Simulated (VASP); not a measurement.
# CsH5 (P4/m) in VASP: reference runs

Reference runs on CsH5: the cell as given.

All numbers are computed with VASP 6.6.1; they aren't measurements. Logs are shortened: lines on timing, memory, paths and dates and some standing lists are left out, and cuts for length are marked.

## 1. The structure

The structure is tetragonal, space group P4/m (No. 83). The conventional cell has a = 4.086 Å, b = 4.086 Å, c = 5.378 Å, α = 90.00°, β = 90.00°, γ = 90.00°. Around Cs (site symmetry 4/m) lie 12 H at 2.89 to 3.19 Å. Around H (site symmetry m) lie 1 H at 1.45 Å. H (site symmetry 4/m) is surrounded by 4 Cs at 2.89 Å and 8 H at 3.09 Å.

The cell was built by a generator and needn't be a form met in nature.

## 2. Single point, PBE

INCAR reads:

```
PREC = Accurate
ENCUT = 520
EDIFF = 1E-7
ISMEAR = -1
SIGMA = 0.05
LREAL = F
LASPH = T
NELM = 80
ALGO = Normal
ISIF = 2
LWAVE = F
LCHARG = F
GGA = PE
NBANDS = 16
```

KPOINTS reads:

```
regular mesh
0
Gamma
  7 7 5
```

POSCAR reads:

```
CsH5
1.0
    4.0863030900      0.0000000000      0.0000000000
    0.0000000000      4.0863030900      0.0000000000
    0.0000000000      0.0000000000      5.3777956700
Cs H
1 5
Direct
    0.0000000000      0.0000000000      0.5000000000
    0.1431421200      0.3950412100      0.0000000000
    0.8568578800      0.6049587900      0.0000000000
    0.6049587900      0.1431421200      0.0000000000
    0.3950412100      0.8568578800      0.0000000000
    0.5000000000      0.5000000000      0.5000000000
```

Potentials or basis: VASP PAW PBE potentials, release 64 (Cs_sv, H).

Run with:

```bash
$ cat potpaw_PBE.64/Cs_sv/POTCAR potpaw_PBE.64/H/POTCAR > POTCAR
$ mpirun -np 1 vasp_std > vasp.out
```

OUTCAR:

```text
PREC = Accurate
   ENCUT = 520
   EDIFF = 1E-7
   ISMEAR = -1
   LREAL = F
   LASPH = T
   NELM = 80
   ISIF = 2
   GGA = PE

 ion  position               nearest neighbor table
   1  0.000  0.000  0.500-
   2  0.143  0.395  0.000-
   3  0.857  0.605  0.000-
   4  0.605  0.143  0.000-
   5  0.395  0.857  0.000-
   6  0.500  0.500  0.500-

  LATTYP: Found a simple tetragonal cell.
 ALAT       =     4.0863030900
 C/A-ratio  =     1.3160540350

  Lattice vectors:

 A1 = (   4.0863030900,   0.0000000000,   0.0000000000)
 A2 = (   0.0000000000,   4.0863030900,   0.0000000000)
 A3 = (   0.0000000000,   0.0000000000,   5.3777956700)

Analysis of symmetry for initial positions (statically):
=====================================================================
 Subroutine PRICEL returns:
 Original cell was already a primitive cell.

 Routine SETGRP: Setting up the symmetry group for a
 simple tetragonal supercell.

 Subroutine GETGRP returns: Found  8 space group operations
 (whereof  8 operations were pure point group operations)
 out of a pool of 16 trial point group operations.

The static configuration has the point symmetry C_4h.

Analysis of symmetry for dynamics (positions and initial velocities):
=====================================================================
 Subroutine PRICEL returns:
 Original cell was already a primitive cell.

 Routine SETGRP: Setting up the symmetry group for a
 simple tetragonal supercell.

 Subroutine GETGRP returns: Found  8 space group operations
 (whereof  8 operations were pure point group operations)
 out of a pool of 16 trial point group operations.

The dynamic configuration has the point symmetry C_4h.

 Subroutine INISYM returns: Found  8 space group operations
 (whereof  8 operations are pure point group operations),
 and found     1 'primitive' translations

----------------------------------------------------------------------------------------

                                     Primitive cell

  volume of cell :      89.7977

  direct lattice vectors                    reciprocal lattice vectors
     4.086303090  0.000000000  0.000000000     0.244719977  0.000000000  0.000000000
     0.000000000  4.086303090  0.000000000     0.000000000  0.244719977  0.000000000
[... 96 lines left out ...]
   NSW    =      0    number of steps for IOM
   IBRION =     -1    ionic relax: 0-MD 1-quasi-New 2-CG
   NFREE  =      0    steps in history (QN), initial steepest desc. (CG)
   ISIF   =      2    stress and relaxation
   ISYM   =      2    0-nonsym 1-usesym 2-fastsym
   POTIM  = 0.5000    time-step for ionic-motion
   TEBEG  =    0.0;   TEEND  =   0.0 temperature during run
   PSTRESS=    0.0 pullay stress
   NELECT =      14.0000    total number of electrons
   NUPDOWN=      -1.0000    fix difference up-down
   EMIN   =  10.00;   EMAX   =-10.00  energy-range for DOS
   EFERMI =   0.00;   METHOD = LEGACY
   ISMEAR =    -1;   SIGMA  =   0.05  broadening in eV -4-tet -1-fermi 0-gaus
   EFERMI_NEDOS =   21; number of points for ismear=-14 and -15
   IALGO  =     38    algorithm
   IMIX   =      4    mixing-type and parameters
     AMIX     =   0.40;   BMIX     =  1.00
     AMIX_MAG =   1.60;   BMIX_MAG =  1.00
  volume/ion in A,a.u.               =      14.97       101.00
  Fermi-wavevector in a.u.,A,eV,Ry     =   0.881108  1.665052 10.562895  0.776351
  Thomas-Fermi vector in A             =   2.001559
   LORBIT       =      0    0 simple, 1 ext, 2 COOP (PROOUT), +10 PAW based schemes
   GGA     = PE    functional components
   LHFCALC =     F    Hartree Fock is set to
   AEXX    =    0.0000 exact exchange contribution
   IVDW    =     0    specifies the selected vdW correction
   LEPSILON=     F    determine dielectric tensor
   LRPA    =     F    only Hartree local field effects (RPA)
 non-spin polarized calculation
  energy-cutoff  :      520.00
  volume of cell :       89.80
 maximum number of plane-waves:      2431
   NGX = 15   NGY = 15   NGZ = 19

 number of electron      14.0000002 magnetization

 Free energy of the ion-electron system (eV)
  ---------------------------------------------------
  ext. energy  EPLUGINS =         0.00000000
  ---------------------------------------------------
  free energy    TOTEN  =       -13.01884116 eV

  energy without entropy =      -13.00867407  energy(sigma->0) =      -13.01375761

 E-fermi :  -0.3551     XC(G=0):  -7.6360

 val. band max:       -0.6490582224   @ k =  -0.4286   0.1429  -0.4000
 cond. band min:      -0.3549950859   @ k =   0.4286   0.0000   0.4000
 fundamental gap:      0.2940631366
 Fermi energy:        -0.3550699745

 k-point     1 :       0.0000    0.0000    0.0000
  band No.  band energies     occupation
      1     -21.4899      2.00000
      2      -8.4860      2.00000
      3      -7.8700      2.00000
      4      -7.8700      2.00000
      5      -6.9829      2.00000
      6      -2.2486      2.00000
[... 433 lines left out ...]
      3      -8.3942      2.00000
      4      -8.3298      2.00000
      5      -5.0198      2.00000
      6      -4.3368      2.00000
[... 8 lines left out ...]
     15       8.8034      0.00000
     16       9.6757      0.00000

 [... further k-points ...]

------------------------ aborting loop because EDIFF is reached ----------------------------------------

  FORCE on cell =-STRESS in cart. coord.  units (eV):
  Direction    XX          YY          ZZ          XY          YZ          ZX
  --------------------------------------------------------------------------------------
  -------------------------------------------------------------------------------------
  Total       -4.4146371     -4.4146371     -0.1347869     -0.0000000      0.0000000      0.0000000
  in kB      -78.7662453    -78.7662453     -2.4048760     -0.0000000      0.0000000      0.0000000
  external PRESSURE =     -53.3124555 kB  Pullay stress =       0.0000000 kB

 VOLUME and BASIS-vectors are now :
 -----------------------------------------------------------------------------
  energy-cutoff  :      520.00
  volume of cell :       89.80
      direct lattice vectors                 reciprocal lattice vectors
     4.086303090  0.000000000  0.000000000     0.244719977  0.000000000  0.000000000
     0.000000000  4.086303090  0.000000000     0.000000000  0.244719977  0.000000000
     0.000000000  0.000000000  5.377795670     0.000000000  0.000000000  0.185949795

 POSITION                                       TOTAL-FORCE (eV/Angst)
 -----------------------------------------------------------------------------------
      0.00000      0.00000      2.68890        -0.000000      0.000000     -0.000000
      0.58492      1.61426      0.00000        -2.210486      2.224082     -0.000000
      3.50138      2.47204      0.00000         2.210486     -2.224082      0.000000
      2.47204      0.58492      0.00000        -2.224082     -2.210486      0.000000
      1.61426      3.50138      0.00000         2.224082      2.210486      0.000000
      2.04315      2.04315      2.68890        -0.000000      0.000000     -0.000000
 -----------------------------------------------------------------------------------
    total drift:                                0.000000      0.000000      0.000000

  FREE ENERGIE OF THE ION-ELECTRON SYSTEM (eV)
  ---------------------------------------------------
  free  energy   TOTEN  =       -13.0188411553 eV

  energy  without entropy=      -13.0086740657  energy(sigma->0) =      -13.01375761
```

stdout:

```text
POSCAR found type information on POSCAR CsH
 POSCAR found :  2 types and       6 ions
 scaLAPACK will be used
 LDA part: xc-table for (Slater+PW92), standard interpolation
 POSCAR, INCAR and KPOINTS ok, starting setup
 FFT: planning ... GRIDC
 FFT: planning ... GRID_SOFT
 FFT: planning ... GRID
 WAVECAR not read
 entering main loop
```

Wall time 34 s (1 thread of Intel Xeon 6975P-C (Granite Rapids), shared host); peak memory 0.2 GiB.

Results:

* Free energy: -13.0188 eV
* Pressure: -5.3 GPa
* Largest force: 3.136 eV/Å
* Band gap on the k mesh: none (metal or under the smearing width)

Forces on the atoms (eV/Å):
```
Cs   0.000  0.000  0.000
H   -2.210  2.224  0.000
H    2.210 -2.224  0.000
H   -2.224 -2.210  0.000
H    2.224  2.210  0.000
H    0.000  0.000  0.000
```

Caveat: forces of over 1 eV/Å show positions far from the minimum, so gaps and moduli don't describe the material at rest. The run has no spin-orbit coupling, so splittings on Cs are missing.
